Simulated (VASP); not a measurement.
# MgO (P6_3/mmc) in VASP: settings compared

The runs below take MgO through single point, relaxation of cell and atoms, with PBE, r2SCAN.

Everything below comes from runs of VASP 6.6.1. Logs are shortened: lines on timing, memory, paths and dates and some standing lists are left out, and cuts for length are marked.

### 1 The structure

The structure is hexagonal, space group P6_3/mmc (No. 194). The conventional cell has a = 3.521 Å, b = 3.521 Å, c = 4.237 Å, α = 90.00°, β = 90.00°, γ = 120.00°. Around Mg (site symmetry -6m2) lie 5 O at 2.03 to 2.12 Å. O (site symmetry -6m2) is surrounded by 5 Mg at 2.03 to 2.12 Å.

The cell was built by a generator and needn't be a form met in nature.

### 2 Single point, PBE

File INCAR:

```
SYSTEM = MgO
PREC     = Accurate       ! precision mode
ENCUT    = 520            ! plane-wave cutoff, eV
EDIFF    = 1E-6           ! SCF threshold, eV
ISMEAR   = 0              ! smearing method
SIGMA    = 0.02           ! smearing width, eV
LREAL    = .FALSE.        ! projectors in reciprocal space
LASPH    = .TRUE.         ! aspherical terms in the spheres
NELM     = 100            ! most SCF steps
ALGO     = Normal         ! electronic algorithm
ISIF     = 2              ! what is computed and relaxed
LWAVE    = .FALSE.        ! write WAVECAR
LCHARG   = .TRUE.         ! write CHGCAR
GGA      = PE             ! functional
LELF     = .TRUE.         ! ELF
LVHAR    = .TRUE.       
NBANDS   = 16             ! bands
```

File KPOINTS:

```
Automatic mesh
0
G
  9 9 6
  0 0 0
```

File POSCAR:

```
MgO
1.0
    3.5209243497      0.0000000000      0.0000000000
   -1.7604621748      3.0492099316      0.0000000000
    0.0000000000      0.0000000000      4.2373703186
Mg O
2 2
Direct
    0.6666666667      0.3333333333      0.7500000000
    0.3333333333      0.6666666667      0.2500000000
    0.6666666667      0.3333333333      0.2500000000
    0.3333333333      0.6666666667      0.7500000000
```

Potentials or basis: VASP PAW PBE potentials, release 64 (Mg, O).

On the command line:

```sh
$ cat potpaw_PBE.64/Mg/POTCAR potpaw_PBE.64/O/POTCAR > POTCAR
$ mpirun -np 1 vasp_std > vasp.out
```

OUTCAR:

```text
SYSTEM = MgO
   PREC = Accurate
   ENCUT = 520
   EDIFF = 1E-6
   ISMEAR = 0
   LREAL = .FALSE.
   LASPH = .TRUE.
   NELM = 100
   ISIF = 2
   GGA = PE

 ion  position               nearest neighbor table
   1  0.667  0.333  0.750-   4 2.03   4 2.03   4 2.03   3 2.12   3 2.12   2 2.94   2 2.94   2 2.94
                             2 2.94   2 2.94   2 2.94
   2  0.333  0.667  0.250-   3 2.03   3 2.03   3 2.03   4 2.12   4 2.12   1 2.94   1 2.94   1 2.94
                             1 2.94   1 2.94   1 2.94
   3  0.667  0.333  0.250-   2 2.03   2 2.03   2 2.03   1 2.12   1 2.12
   4  0.333  0.667  0.750-   1 2.03   1 2.03   1 2.03   2 2.12   2 2.12

  LATTYP: Found a hexagonal cell.
 ALAT       =     3.5209243497
 C/A-ratio  =     1.2034823523

  Lattice vectors:

 A1 = (   3.5209243497,   0.0000000000,   0.0000000000)
 A2 = (  -1.7604621748,   3.0492099316,   0.0000000000)
 A3 = (   0.0000000000,   0.0000000000,   4.2373703186)

Analysis of symmetry for initial positions (statically):
=====================================================================
 Subroutine PRICEL returns:
 Original cell was already a primitive cell.

 Routine SETGRP: Setting up the symmetry group for a
 hexagonal supercell.

 Subroutine GETGRP returns: Found 24 space group operations
 (whereof 12 operations were pure point group operations)
 out of a pool of 24 trial point group operations.

The static configuration has the point symmetry D_3d.
 The point group associated with its full space group is D_6h.

Analysis of symmetry for dynamics (positions and initial velocities):
=====================================================================
 Subroutine PRICEL returns:
 Original cell was already a primitive cell.

 Routine SETGRP: Setting up the symmetry group for a
 hexagonal supercell.

 Subroutine GETGRP returns: Found 24 space group operations
 (whereof 12 operations were pure point group operations)
 out of a pool of 24 trial point group operations.

The dynamic configuration has the point symmetry D_3d.
 The point group associated with its full space group is D_6h.

 Subroutine INISYM returns: Found 24 space group operations
 (whereof 12 operations are pure point group operations),
 and found     1 'primitive' translations

----------------------------------------------------------------------------------------

                                     Primitive cell

  volume of cell :      45.4926

  direct lattice vectors                    reciprocal lattice vectors
     3.520924350  0.000000000  0.000000000     0.284016327  0.163976903  0.000000000
    -1.760462175  3.049209932  0.000000000     0.000000000  0.327953805  0.000000000
     0.000000000  0.000000000  4.237370319     0.000000000  0.000000000  0.235995423

  length of vectors
     3.520924350  3.520924350  4.237370319     0.327953805  0.327953805  0.235995423

  position of ions in fractional coordinates (direct lattice)
     0.666666667  0.333333333  0.750000000
     0.333333333  0.666666667  0.250000000
     0.666666667  0.333333333  0.250000000
     0.333333333  0.666666667  0.750000000

  ion indices of the primitive-cell ions
   primitive index   ion index
                 1           1
                 2           2
                 3           3
                 4           4

----------------------------------------------------------------------------------------

 KPOINTS: Automatic mesh

Automatic generation of k-mesh.
 Grid dimensions read from file:
 generate k-points for:    9    9    6

 Generating k-lattice:

  Cartesian coordinates                     Fractional coordinates (reciprocal lattice)
     0.031557370  0.018219656  0.000000000     0.111111111 -0.000000000  0.000000000
     0.000000000  0.036439312  0.000000000     0.000000000  0.111111111  0.000000000
     0.000000000  0.000000000  0.039332570     0.000000000  0.000000000  0.166666667

  Length of vectors
     0.036439312  0.036439312  0.039332570

  Shift w.r.t. Gamma in fractional coordinates (k-lattice)
     0.000000000  0.000000000  0.000000000

 Subroutine IBZKPT returns following result:
 ===========================================

 Found     48 irreducible k-points:

 Following reciprocal coordinates:
            Coordinates               Weight
  0.000000  0.000000  0.000000      1.000000
  0.111111  0.000000  0.000000      6.000000
  0.222222  0.000000  0.000000      6.000000
  0.333333  0.000000  0.000000      6.000000
  0.444444  0.000000  0.000000      6.000000
  0.111111  0.111111  0.000000      6.000000
[... 16 lines left out ...]
  0.333333  0.222222  0.166667     24.000000
  0.333333  0.333333  0.166667      4.000000
 [... further k-points ...]
   k-points           NKPTS =     48   k-points in BZ     NKDIM =     48   number of bands    NBANDS=     16
   number of dos      NEDOS =    301   number of ions     NIONS =      4
   total plane-waves  NPLWV =  25088
   dimension x,y,z NGX =    28 NGY =   28 NGZ =   32
   dimension x,y,z NGXF=    56 NGYF=   56 NGZF=   64
   ions per type =               2   2
   NGX,Y,Z   is equivalent  to a cutoff of  13.22, 13.22, 12.55 a.u.
   NGXF,Y,Z  is equivalent  to a cutoff of  26.44, 26.44, 25.11 a.u.
 SYSTEM =  MgO
   PREC   = accura    normal or accurate (medium, high low for compatibility)
   ISTART =      0    job   : 0-new  1-cont  2-samecut
   ICHARG =      2    charge: 1-file 2-atom 10-const
   ISPIN  =      1    spin polarized calculation?
   LNONCOLLINEAR =      F non collinear calculations
   LSORBIT =      F    spin-orbit coupling
   LASPH  =      T    aspherical Exc in radial PAW
   ENCUT  =  520.0 eV  38.22 Ry    6.18 a.u.   6.55  6.55  7.88*2*pi/ulx,y,z
   NELM   =    100;   NELMIN=  2; NELMDL= -5     # of ELM steps
   EDIFF  = 0.1E-05   stopping-criterion for ELM
[... 8 lines left out ...]
   TEBEG  =    0.0;   TEEND  =   0.0 temperature during run
   PSTRESS=    0.0 pullay stress
   NELECT =      16.0000    total number of electrons
   NUPDOWN=      -1.0000    fix difference up-down
   EMIN   =  10.00;   EMAX   =-10.00  energy-range for DOS
   EFERMI =   0.00;   METHOD = LEGACY
   ISMEAR =     0;   SIGMA  =   0.02  broadening in eV -4-tet -1-fermi 0-gaus
   EFERMI_NEDOS =   21; number of points for ismear=-14 and -15
   IALGO  =     38    algorithm
   IMIX   =      4    mixing-type and parameters
     AMIX     =   0.40;   BMIX     =  1.00
     AMIX_MAG =   1.60;   BMIX_MAG =  1.00
  volume/ion in A,a.u.               =      11.37        76.75
  Fermi-wavevector in a.u.,A,eV,Ry     =   1.155584  2.183736 18.168857  1.335373
  Thomas-Fermi vector in A             =   2.292211
   LORBIT       =      0    0 simple, 1 ext, 2 COOP (PROOUT), +10 PAW based schemes
   GGA     = PE    functional components
   LHFCALC =     F    Hartree Fock is set to
   AEXX    =    0.0000 exact exchange contribution
   IVDW    =     0    specifies the selected vdW correction
   LEPSILON=     F    determine dielectric tensor
   LRPA    =     F    only Hartree local field effects (RPA)
 non-spin polarized calculation
 Gauss-broadening in eV      SIGMA  =   0.02
  energy-cutoff  :      520.00
  volume of cell :       45.49
 maximum number of plane-waves:      1252
 NGX is ok and might be reduce to    28
   NGX = 13   NGY = 13   NGZ = 15

 number of electron      15.9999990 magnetization

 Free energy of the ion-electron system (eV)
  ---------------------------------------------------
  ext. energy  EPLUGINS =         0.00000000
  ---------------------------------------------------
  free energy    TOTEN  =       -23.67524738 eV

  energy without entropy =      -23.67524738  energy(sigma->0) =      -23.67524738

 E-fermi :   1.9225     XC(G=0):  -9.9265

 val. band max:        1.7956185291   @ k =   0.0000   0.0000   0.0000
 cond. band min:       5.0567766279   @ k =   0.0000   0.0000   0.0000
 fundamental gap:      3.2611580989
 Fermi energy:         1.9225242106

 k-point     1 :       0.0000    0.0000    0.0000
  band No.  band energies     occupation
      1     -15.0002      2.00000
      2     -13.6926      2.00000
      3      -1.7406      2.00000
      4       0.1239      2.00000
      5       0.1239      2.00000
      6       1.0230      2.00000
[... 8 lines left out ...]
     15      17.1105      0.00000
     16      17.2335      0.00000

 k-point     2 :       0.1111    0.0000    0.0000
  band No.  band energies     occupation
      1     -14.9430      2.00000
      2     -13.7020      2.00000
      3      -1.6463      2.00000
      4      -0.0670      2.00000
      5       0.0309      2.00000
      6       0.7241      2.00000
[... 8 lines left out ...]
     15      16.6533      0.00000
     16      16.7102      0.00000

 k-point     3 :       0.2222    0.0000    0.0000
  band No.  band energies     occupation
      1     -14.7854      2.00000
      2     -13.7376      2.00000
      3      -1.3761      2.00000
      4      -0.6262      2.00000
      5      -0.1645      2.00000
      6       0.2978      2.00000
[... 8 lines left out ...]
     15      15.7412      0.00000
     16      16.2028      0.00000

 k-point     4 :       0.3333    0.0000    0.0000
  band No.  band energies     occupation
      1     -14.5702      2.00000
      2     -13.8118      2.00000
      3      -1.2444      2.00000
      4      -0.9757      2.00000
      5      -0.3475      2.00000
      6       0.0226      2.00000
[... 8 lines left out ...]
     15      15.6386      0.00000
     16      16.1287      0.00000
[... 324 lines left out ...]
 k-point    22 :       0.2222    0.2222    0.1667
  band No.  band energies     occupation
      1     -14.4052      2.00000
      2     -13.8899      2.00000
      3      -1.3499      2.00000
      4      -1.3053      2.00000
      5      -0.2784      2.00000
      6       0.0736      2.00000
[... 8 lines left out ...]
     15      15.8303      0.00000
     16      17.1054      0.00000

 k-point    23 :       0.3333    0.2222    0.1667
  band No.  band energies     occupation
      1     -14.2374      2.00000
      2     -13.9808      2.00000
      3      -1.6155      2.00000
      4      -1.0559      2.00000
      5      -0.6585      2.00000
      6       0.3174      2.00000
[... 8 lines left out ...]
     15      15.7010      0.00000
     16      17.1939      0.00000

 k-point    24 :       0.3333    0.3333    0.1667
  band No.  band energies     occupation
      1     -14.0957      2.00000
      2     -14.0957      2.00000
      3      -1.5802      2.00000
      4      -0.9415      2.00000
      5      -0.9415      2.00000
      6       0.6504      2.00000
[... 8 lines left out ...]
     15      15.6523      0.00000
     16      17.9656      0.00000

 [... further k-points ...]

------------------------ aborting loop because EDIFF is reached ----------------------------------------

  FORCE on cell =-STRESS in cart. coord.  units (eV):
  Direction    XX          YY          ZZ          XY          YZ          ZX
  --------------------------------------------------------------------------------------
  -------------------------------------------------------------------------------------
  Total       -0.1461723     -0.1461723     -0.1755226     -0.0000000      0.0000000      0.0000000
  in kB       -5.1479600     -5.1479600     -6.1816314     -0.0000000      0.0000000      0.0000000
  external PRESSURE =      -5.4925171 kB  Pullay stress =       0.0000000 kB

 VOLUME and BASIS-vectors are now :
 -----------------------------------------------------------------------------
  energy-cutoff  :      520.00
  volume of cell :       45.49
      direct lattice vectors                 reciprocal lattice vectors
     3.520924350  0.000000000  0.000000000     0.284016327  0.163976903  0.000000000
    -1.760462175  3.049209932  0.000000000     0.000000000  0.327953805  0.000000000
     0.000000000  0.000000000  4.237370319     0.000000000  0.000000000  0.235995423

 POSITION                                       TOTAL-FORCE (eV/Angst)
 -----------------------------------------------------------------------------------
      1.76046      1.01640      3.17803         0.000000     -0.000000      0.000000
     -0.00000      2.03281      1.05934        -0.000000      0.000000      0.000000
      1.76046      1.01640      1.05934        -0.000000     -0.000000      0.000000
     -0.00000      2.03281      3.17803         0.000000      0.000000      0.000000
 -----------------------------------------------------------------------------------
    total drift:                               -0.000000      0.000000     -0.000000

  FREE ENERGIE OF THE ION-ELECTRON SYSTEM (eV)
  ---------------------------------------------------
  free  energy   TOTEN  =       -23.6752473794 eV

  energy  without entropy=      -23.6752473794  energy(sigma->0) =      -23.67524738
```

Run time: 43 s. Hardware: 1 thread of Intel Xeon Platinum 8175M at 2.50GHz (Skylake/Cascade Lake), shared host; peak memory 0.18 GiB.

Results:

- Free energy: -23.6752 eV
- Pressure: -0.5 GPa
- Band gap on the k mesh: 3.26 eV, direct

### 3 Relaxation of cell and atoms, PBE

File INCAR:

```
SYSTEM = MgO
PREC = Accurate
ENCUT = 600
EDIFF = 1E-6
ISMEAR = 0
SIGMA = 0.02
LREAL = .FALSE.
LASPH = .TRUE.
NELM = 80
ALGO = Normal
ISIF = 3
LWAVE = .FALSE.
LCHARG = .FALSE.
GGA = PE
IBRION = 2
NSW = 100
EDIFFG = -0.01
```

File KPOINTS:

```
regular mesh
0
G
  9 9 6
  0 0 0
```

File POSCAR:

```
MgO
1.0
    3.5209197276      0.0000000000      0.0000000000
   -1.7604598638      3.0492059288      0.0000000000
    0.0000000000      0.0000000000      4.2370794744
Mg O
2 2
Direct
    0.6666666667      0.3333333333      0.7500000000
    0.3333333333      0.6666666667      0.2500000000
    0.6666666667      0.3333333333      0.2500000000
    0.3333333333      0.6666666667      0.7500000000
```

Potentials or basis: VASP PAW PBE potentials, release 64 (Mg, O).

On the command line:

```sh
$ cat potpaw_PBE.64/Mg/POTCAR potpaw_PBE.64/O/POTCAR > POTCAR
$ mpirun -np 1 vasp_std > vasp.out
```

Wall time 72 s (1 thread of Intel Xeon Platinum 8175M at 2.50GHz (Skylake/Cascade Lake), shared host); peak memory 0.19 GiB.

It converged, with:

```yaml
Free_energy: -23.6820 eV
Relaxed_volume: 11.31 Å³/atom
Relaxed_cell: a = 3.515 Å, b = 3.515 Å, c = 4.229 Å, α = 90.00°, β = 90.00°, γ = 120.00°
Space_group_after_relaxing_to_0.05_Å: P6_3/mmc (No. 194)
Energy_gained_by_relaxing: 0.1 meV/atom
Ionic_steps: 3
Pressure_after_relaxing: 0.0 GPa
Band_gap_on_the_k_mesh: 3.29 eV, direct
```

Step by step:
```
step  energy change (eV)  largest force (eV/Å)  pressure (GPa)  volume (Å³)
   1              0.0000                0.0000           -0.65        45.49
   2             -0.0005                0.0000            0.19        45.19
   3             -0.0005                0.0000            0.00        45.24
```

Final structure:
```xyz
4
Lattice="3.5149 0.0000 0.0000 -1.7574 3.0440 0.0000 0.0000 0.0000 4.2288" Properties=species:S:1:pos:R:3 pbc="T T T"
Mg    1.7574    1.0147    3.1716
Mg    0.0000    2.0293    1.0572
O     1.7574    1.0147    1.0572
O     0.0000    2.0293    3.1716
```

Levels at points of the mesh, in eV from the valence-band top:
```tsv
k point	band 5	band 6	band 7	band 8	band 9	band 10	band 11	band 12
(0.00, 0.00, 0.00)	-1.68	-0.78	-0.78	0.00	3.29	9.24	11.99	12.37
(0.00, 0.00, 0.50)	-1.25	-1.25	-1.25	-1.25	6.31	6.31	12.73	12.73
```

PBE gaps usually lie below the measured ones, often by a third to a half.

(Continued in part 2 of 2.)
